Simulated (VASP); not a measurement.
# Sb in VASP: notebook, part 3 of 3

VASP 6.6.1. The steps go on from the part before.

### 5 Single point, HSE06 (supercell [3, 3, 2], atoms moved at random, drawn with an rms of 0.05 Å)

File POSCAR:

```
Sb
1.0
   10.0635972558      0.0000000000      0.0000000000
   -5.0317986279      8.7153308769      0.0000000000
    0.0000000000      0.0000000000     10.9403213000
Sb
36
Direct
    0.2246670000      0.1139390000      0.3759060000
    0.2198960000      0.1142280000      0.8762240000
    0.2216220000      0.4464450000      0.3760000000
    0.2231480000      0.4445420000      0.8764990000
    0.2197460000      0.7772170000      0.3736780000
    0.2240760000      0.7779150000      0.8741980000
    0.5527820000      0.1102260000      0.3750220000
    0.5569610000      0.1155660000      0.8777610000
    0.5442220000      0.4379420000      0.3745210000
    0.5546650000      0.4451800000      0.8755960000
    0.5599550000      0.7739500000      0.3739650000
    0.5627580000      0.7800040000      0.8768180000
    0.8845200000      0.1054380000      0.3754590000
    0.8871010000      0.1068860000      0.8731260000
    0.8870480000      0.4411920000      0.3747310000
    0.8892350000      0.4445670000      0.8736120000
    0.8921930000      0.7808450000      0.3758800000
    0.8877090000      0.7802960000      0.8736250000
    0.1118870000      0.2185330000      0.1275080000
    0.1089020000      0.2179240000      0.6241390000
    0.1117420000      0.5564950000      0.1223070000
    0.1081530000      0.5562430000      0.6237200000
    0.1131200000      0.8915030000      0.1204790000
    0.1139770000      0.8931040000      0.6241840000
    0.4433220000      0.2248120000      0.1256950000
    0.4465210000      0.2210340000      0.6209370000
    0.4433490000      0.5540210000      0.1271260000
    0.4422150000      0.5499420000      0.6217230000
    0.4482490000      0.8912290000      0.1232440000
    0.4452080000      0.8904230000      0.6262840000
    0.7808310000      0.2231050000      0.1247400000
    0.7788230000      0.2258560000      0.6188280000
    0.7774210000      0.5556690000      0.1210910000
    0.7776490000      0.5533140000      0.6273650000
    0.7785550000      0.8911920000      0.1283420000
    0.7774120000      0.8858740000      0.6208480000
```

File INCAR.step1:

```
PREC = Accurate
ENCUT = 450
EDIFF = 1E-5
ISMEAR = 0
SIGMA = 0.05
LREAL = Auto
LASPH = True
NELM = 60
ALGO = Normal
ISIF = 2
LWAVE = True
LCHARG = False
NBANDS = 114
NSIM = 4
GGA = PE
LUSENCCL = False
```

File INCAR.step2:

```
PREC = Accurate
ENCUT = 450
EDIFF = 1E-5
ISMEAR = 0
SIGMA = 0.05
LREAL = Auto
LASPH = True
NELM = 60
ALGO = Normal
ISIF = 2
LWAVE = False
LCHARG = False
GGA = PE
LHFCALC = True
HFSCREEN = 0.2
PRECFOCK = Fast
NBANDS = 114
NSIM = 4
ISTART = 1
LUSENCCL = False
```

File KPOINTS:

```
regular mesh
0
Gamma
  1 1 1
```

Potentials or basis: VASP PAW PBE potentials, release 64 (Sb).

Started as:

```console
$ cat potpaw_PBE.64/Sb/POTCAR > POTCAR
$ cp INCAR.step1 INCAR
$ mpirun -np 1 vasp_gam > vasp.out
$ cp INCAR.step2 INCAR
$ mpirun -np 1 vasp_gam > vasp.out
```

OUTCAR:

```text
PREC = Accurate
   ENCUT = 450
   EDIFF = 1E-5
   ISMEAR = 0
   LREAL = Auto
   LASPH = True
   NELM = 60
   ISIF = 2
   GGA = PE
   LHFCALC = True
   HFSCREEN = 0.2
   PRECFOCK = Fast
   ISTART = 1

 ion  position               nearest neighbor table
   1  0.225  0.114  0.376-   9 3.24  26 3.31  19 3.31   7 3.32  20 3.32  24 3.33  25 3.34  17 3.35
                             3 3.36   5 3.36  13 3.38  23 3.40
   2  0.220  0.114  0.876-  23 3.30   4 3.31  14 3.31  19 3.31  20 3.33  10 3.35  18 3.35  25 3.35
                            24 3.36   8 3.39   6 3.41  26 3.42
   3  0.222  0.446  0.376-   9 3.29  28 3.31  22 3.34   5 3.34  27 3.34  15 3.34  11 3.35   1 3.36
                            20 3.37  19 3.37  21 3.37  13 3.41
   4  0.223  0.445  0.876-   2 3.31  21 3.32  10 3.33  27 3.35   6 3.35  16 3.36  28 3.38  19 3.38
                            14 3.39  20 3.39  12 3.40  22 3.40
   5  0.220  0.777  0.374-  17 3.31   3 3.34  22 3.35   7 3.35  24 3.35  21 3.36   1 3.36  15 3.37
                            23 3.37  29 3.39  30 3.39  11 3.44
   6  0.224  0.778  0.874-  30 3.33  23 3.33  21 3.33   4 3.35  29 3.35  22 3.35  16 3.36  24 3.37
                             8 3.37  18 3.40  12 3.40   2 3.41
   7  0.553  0.110  0.375-  26 3.29  32 3.32   1 3.32   9 3.34  15 3.35  30 3.35   5 3.35  29 3.35
                            25 3.35  13 3.36  31 3.38  11 3.42
   8  0.557  0.116  0.878-  29 3.32  16 3.33  10 3.33  31 3.33  25 3.34  14 3.37   6 3.37  30 3.38
                            26 3.38   2 3.39  12 3.41  32 3.43
   9  0.544  0.438  0.375-   1 3.24  28 3.29   3 3.29  26 3.29  25 3.30  27 3.30  11 3.31   7 3.34
[... 41 lines left out ...]
  30  0.445  0.890  0.626-  26 3.32   6 3.33  24 3.35   7 3.35  36 3.37  32 3.37  22 3.38   8 3.38
                            12 3.39   5 3.39  28 3.41  11 3.42
  31  0.781  0.223  0.125-  35 3.33  15 3.33   8 3.33  21 3.34  29 3.34  13 3.35  19 3.35  16 3.36
                            33 3.36  14 3.37   7 3.38  25 3.41
  32  0.779  0.226  0.619-  15 3.26  34 3.30  13 3.31   7 3.32  22 3.32  26 3.32  20 3.36  30 3.37
                            16 3.38  36 3.41  14 3.42   8 3.43
  33  0.777  0.556  0.121-  10 3.31  16 3.33  18 3.34  25 3.35  27 3.35  21 3.36  31 3.36  35 3.37
                            23 3.38  15 3.39  17 3.41   9 3.44
  34  0.778  0.553  0.627-  32 3.30  16 3.31  22 3.31  26 3.34  10 3.34  18 3.34  36 3.35  28 3.36
                            15 3.37  17 3.39  24 3.40   9 3.43
  35  0.779  0.891  0.128-  13 3.29  11 3.30  29 3.32  19 3.32  31 3.33  12 3.33  17 3.34  14 3.37
                            23 3.37  33 3.37  18 3.38  27 3.38
[... 229 lines left out ...]

 number of electron     180.0000000 magnetization

 Free energy of the ion-electron system (eV)
  ---------------------------------------------------
  ext. energy  EPLUGINS =         0.00000000
  ---------------------------------------------------
  free energy    TOTEN  =      -183.38867213 eV

  energy without entropy =     -183.38856085  energy(sigma->0) =     -183.38861649

 E-fermi :   9.5507     XC(G=0):  -8.5095

 val. band max:        9.4256733911   @ k =   0.0000   0.0000   0.0000
 cond. band min:       9.6778220105   @ k =   0.0000   0.0000   0.0000
 fundamental gap:      0.2521486195
 Fermi energy:         9.5506639955

 k-point     1 :       0.0000    0.0000    0.0000
  band No.  band energies     occupation
      1      -6.0076      2.00000
      2      -4.6824      2.00000
      3      -4.5934      2.00000
      4      -3.9702      2.00000
      5      -3.9474      2.00000
      6      -3.8738      2.00000
[... 94 lines left out ...]
    101       9.8013      0.00000
    102       9.8275      0.00000
 [bands above 102 left out]

------------------------ aborting loop because EDIFF is reached ----------------------------------------

  FORCE on cell =-STRESS in cart. coord.  units (eV):
  Direction    XX          YY          ZZ          XY          YZ          ZX
  --------------------------------------------------------------------------------------
  -------------------------------------------------------------------------------------
  Total      -29.8528573    -21.7380291     34.6792559     11.8597438     -0.4948303      0.2316355
  in kB      -49.8458818    -36.2963992     57.9046111     19.8024390     -0.8262276      0.3867661
  external PRESSURE =      -9.4125566 kB  Pullay stress =       0.0000000 kB

 VOLUME and BASIS-vectors are now :
 -----------------------------------------------------------------------------
  energy-cutoff  :      450.00
  volume of cell :      959.55
      direct lattice vectors                 reciprocal lattice vectors
    10.063597256  0.000000000  0.000000000     0.099368046  0.057370168 -0.000000000
    -5.031798628  8.715330877  0.000000000     0.000000000  0.114740337  0.000000000
     0.000000000  0.000000000 10.940321300     0.000000000 -0.000000000  0.091404994

 POSITION                                       TOTAL-FORCE (eV/Angst)
 -----------------------------------------------------------------------------------
      1.68764      0.99302      4.11253        -0.240416     -0.097636     -0.101621
      1.63817      0.99553      9.58617         0.148240     -0.071312     -0.007972
     -0.01611      3.89092      4.11356         0.162192     -0.153782     -0.164561
      0.00883      3.87433      9.58918        -0.000595      0.058334     -0.107041
     -1.69936      6.77370      4.08816         0.008884      0.072778     -0.014483
     -1.65930      6.77979      9.56401        -0.108753     -0.034661     -0.119957
[... 28 lines left out ...]
      3.35077      7.76703      1.40410         0.116386      0.033205     -0.072787
      3.36602      7.72069      6.79228         0.102198     -0.007926      0.206587
 -----------------------------------------------------------------------------------
    total drift:                               -0.003105     -0.006343      0.008076

  FREE ENERGIE OF THE ION-ELECTRON SYSTEM (eV)
  ---------------------------------------------------
  free  energy   TOTEN  =      -183.3886721275 eV

  energy  without entropy=     -183.3885608503  energy(sigma->0) =     -183.38861649
```

OSZICAR.step1:

```text
N       E                     dE             d eps       ncg     rms          rms(c)
DAV:   1     0.141589343485E+04    0.14159E+04   -0.62774E+04   228   0.121E+03
DAV:   2     0.390483802096E+02   -0.13768E+04   -0.13084E+04   312   0.224E+02
DAV:   3    -0.141881767498E+03   -0.18093E+03   -0.17301E+03   280   0.892E+01
DAV:   4    -0.149524061003E+03   -0.76423E+01   -0.74509E+01   280   0.168E+01
DAV:   5    -0.149714463519E+03   -0.19040E+00   -0.18573E+00   272   0.277E+00    0.108E+01
DAV:   6    -0.149576101149E+03    0.13836E+00   -0.20009E-01   296   0.910E-01    0.618E+00
DAV:   7    -0.149514072202E+03    0.62029E-01   -0.24233E-01   248   0.107E+00    0.494E-01
DAV:   8    -0.149511809676E+03    0.22625E-02   -0.31702E-02   280   0.408E-01    0.169E-01
DAV:   9    -0.149512371369E+03   -0.56169E-03   -0.46611E-03   288   0.135E-01    0.124E-01
DAV:  10    -0.149512555116E+03   -0.18375E-03   -0.65006E-04   288   0.588E-02    0.688E-02
DAV:  11    -0.149512606285E+03   -0.51169E-04   -0.14709E-04   256   0.320E-02    0.194E-02
DAV:  12    -0.149512602906E+03    0.33789E-05   -0.20642E-05   144   0.102E-02
   1 F= -.14951260E+03 E0= -.14946842E+03  d E =-.883702E-01
```

Run time: 6 min. Hardware: 1 × NVIDIA H100 80GB with 1 thread of AMD EPYC 7R13 (Zen 3), shared host; peak memory 1.5 GiB.

These settings aren't checked as converged: the numbers below hold their error.

Results:

```
Free energy            : -183.3887 eV
Pressure               : -0.9 GPa
Largest force          : 0.373 eV/Å
Band gap on the k mesh : 0.25 eV
```

Caveat: the k mesh is coarse (spacing up to 0.72 Å⁻¹), so the values aren't converged, least of all with exact exchange; the PAW data sets were made with another functional, which shifts forces and pressure a little; spin-orbit coupling is left out, which moves the levels of the heavy elements; an odd mesh through Γ misses points on the zone boundary, where band edges often lie.

### 6 Single point, HSE06 (supercell [3, 3, 4], atoms moved at random, drawn with an rms of 0.05 Å)

File POSCAR:

```
Sb
1.0
   10.0635972558      0.0000000000      0.0000000000
   -5.0317986279      8.7153308769      0.0000000000
    0.0000000000      0.0000000000     21.8806426000
Sb
72
Direct
    0.2246670000      0.1139390000      0.1879530000
    0.2198960000      0.1142280000      0.4381120000
    0.2216220000      0.1131110000      0.6880000000
    0.2231480000      0.1112090000      0.9382500000
    0.2197460000      0.4438840000      0.1868390000
    0.2240760000      0.4445810000      0.4370990000
    0.2194490000      0.4435590000      0.6875110000
    0.2236280000      0.4488990000      0.9388800000
    0.2108890000      0.7712750000      0.1872600000
    0.2213310000      0.7785130000      0.4377980000
    0.2266220000      0.7739500000      0.6869820000
    0.2294250000      0.7800040000      0.9384090000
    0.5511870000      0.1054380000      0.1877300000
    0.5537680000      0.1068860000      0.4365630000
    0.5537150000      0.1078590000      0.6873650000
    0.5559010000      0.1112340000      0.9368060000
    0.5588590000      0.4475120000      0.1879400000
    0.5543760000      0.4469630000      0.4368120000
    0.5563320000      0.4407550000      0.6887540000
    0.5533470000      0.4401460000      0.9370700000
    0.5561860000      0.7787170000      0.1861530000
    0.5525980000      0.7784650000      0.4368600000
    0.5575650000      0.7803920000      0.6852390000
    0.5584220000      0.7819930000      0.9370920000
    0.8877670000      0.1137000000      0.1878470000
    0.8909650000      0.1099230000      0.4354680000
    0.8877940000      0.1095760000      0.6885630000
    0.8866590000      0.1054970000      0.9358610000
    0.8926930000      0.4467840000      0.1866220000
    0.8896530000      0.4459780000      0.4381420000
    0.8919420000      0.4453270000      0.6873700000
    0.8899340000      0.4480790000      0.9344140000
    0.8885320000      0.7778910000      0.1855460000
    0.8887600000      0.7755360000      0.4386820000
    0.8896660000      0.7800810000      0.6891710000
    0.8885230000      0.7747630000      0.9354240000
    0.1161460000      0.2218390000      0.0615560000
    0.1112120000      0.2215630000      0.3136680000
    0.1112360000      0.2222700000      0.5615200000
    0.1107320000      0.2186630000      0.8134130000
    0.1130300000      0.5503070000      0.0591190000
    0.1173350000      0.5643260000      0.3111280000
    0.1083960000      0.5575830000      0.5613470000
    0.1090030000      0.5543570000      0.8132290000
    0.1103810000      0.8898450000      0.0622580000
    0.1080430000      0.8877880000      0.3111970000
    0.1091960000      0.8850200000      0.5610020000
    0.1153630000      0.8887060000      0.8124260000
    0.4452450000      0.2207740000      0.0621870000
    0.4461980000      0.2231940000      0.3109110000
    0.4459120000      0.2201900000      0.5610520000
    0.4410880000      0.2208780000      0.8147310000
    0.4412160000      0.5561070000      0.0595690000
    0.4459880000      0.5586520000      0.3121760000
    0.4429670000      0.5563520000      0.5634600000
    0.4498180000      0.5623450000      0.8127870000
    0.4424620000      0.8884550000      0.0624010000
    0.4447170000      0.8887860000      0.3127390000
    0.4408910000      0.8917450000      0.5617120000
    0.4420450000      0.8910840000      0.8143060000
    0.7795250000      0.2227770000      0.0612220000
    0.7878530000      0.2252520000      0.3109380000
    0.7756030000      0.2225220000      0.5603680000
    0.7774900000      0.2206420000      0.8141810000
    0.7759800000      0.5462230000      0.0625570000
    0.7748660000      0.5593750000      0.3127300000
    0.7775790000      0.5518890000      0.5650070000
    0.7819670000      0.5518900000      0.8130110000
    0.7757300000      0.8888080000      0.0607650000
    0.7816760000      0.8855530000      0.3120940000
    0.7781580000      0.8866600000      0.5621720000
    0.7758680000      0.8884290000      0.8108950000
```

File INCAR.step1:

```
ALGO     = Normal         # electronic algorithm
EDIFF    = 1E-5           # SCF threshold, eV
ENCUT    = 450            # plane-wave cutoff, eV
GGA      = PE             # functional
ISIF     = 2              # what is computed and relaxed
ISMEAR   = 0              # smearing method
LASPH    = True           # aspherical terms in the spheres
LREAL    = Auto         
LUSENCCL = False        
LWAVE    = True           # write WAVECAR
NELM     = 80             # most SCF steps
NSIM     = 4            
PREC     = Accurate       # precision mode
SIGMA    = 0.05           # smearing width, eV
```

File INCAR.step2:

```
ALGO     = Normal         # electronic algorithm
EDIFF    = 1E-5           # SCF threshold, eV
ENCUT    = 450            # plane-wave cutoff, eV
GGA      = PE             # functional
HFSCREEN = 0.2            # screening, 1/A
ISIF     = 2              # what is computed and relaxed
ISMEAR   = 0              # smearing method
ISTART   = 1            
LASPH    = True           # aspherical terms in the spheres
LCHARG   = False          # write CHGCAR
LHFCALC  = True           # exact exchange
LREAL    = Auto         
LUSENCCL = False        
LWAVE    = False          # write WAVECAR
NELM     = 80             # most SCF steps
NSIM     = 4            
PREC     = Accurate       # precision mode
PRECFOCK = Normal       
SIGMA    = 0.05           # smearing width, eV
```

File KPOINTS:

```
k-points
0
Gamma
  1 1 1
```

Potentials or basis: VASP PAW PBE potentials, release 64 (Sb).

Started as:

```console
$ cat potpaw_PBE.64/Sb/POTCAR > POTCAR
$ cp INCAR.step1 INCAR
$ mpirun -np 1 vasp_gam > vasp.out
$ cp INCAR.step2 INCAR
$ mpirun -np 1 vasp_gam > vasp.out
```

Run time: 7.3 min. Hardware: 1 × NVIDIA H100 80GB with 1 thread of AMD EPYC 7R13 (Zen 3), shared host; peak memory 1.8 GiB.

These settings aren't checked as converged: the numbers below hold their error.

What came out:

```yaml
Free_energy: -379.6830 eV
Pressure: -2.6 GPa
Largest_force: 0.435 eV/Å
Band_gap_on_the_k_mesh: 0.12 eV
```

Caveat: the k mesh is coarse (spacing up to 0.72 Å⁻¹), so the values aren't converged, least of all with exact exchange; the PAW data sets were made with another functional, which shifts forces and pressure a little; spin-orbit coupling is left out, which moves the levels of the heavy elements; an odd mesh through Γ misses points on the zone boundary, where band edges often lie.
